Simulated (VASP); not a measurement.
Nb:

```
Nb
1.0
     2.83219    0.00000    0.00000
    -1.41609    2.45275    0.00000
     0.00000    0.00000    5.18149
Nb
2
Direct
  0.33333 0.66667 0.25000
  0.66667 0.33333 0.75000
```

This isn't the form of Nb at room conditions, which is bcc.

Base run:

```yaml
Program: VASP 6.6.1
Functional: PBEsol
Potentials_or_basis: VASP PAW PBE potentials, release 64 (Nb_sv)
Cutoff: 520 eV
k_mesh: 18 × 18 × 10
Occupations: gaussian, width 0.5 eV
Spin: no spin polarisation
```

Its results: band gap on the k mesh none (metal or under the smearing width); pressure 0.9 GPa.

Problem. After a change of settings the same cell gave: band gap on the k mesh none (metal or under the smearing width); pressure 5.1 GPa. Which change was it?
A. k mesh from 18 × 18 × 10 to 27 × 27 × 12; occupations from gaussian, width 0.5 eV to gaussian, width 0.1 eV
B. functional from PBEsol to r2SCAN; occupations from gaussian, width 0.5 eV to gaussian, width 0.1 eV
C. cutoff from 520 eV to 900 eV; occupations from gaussian, width 0.5 eV to gaussian, width 0.1 eV

Solution. B.

Caveats: the PAW data sets were made with another functional, which shifts forces and pressure a little.
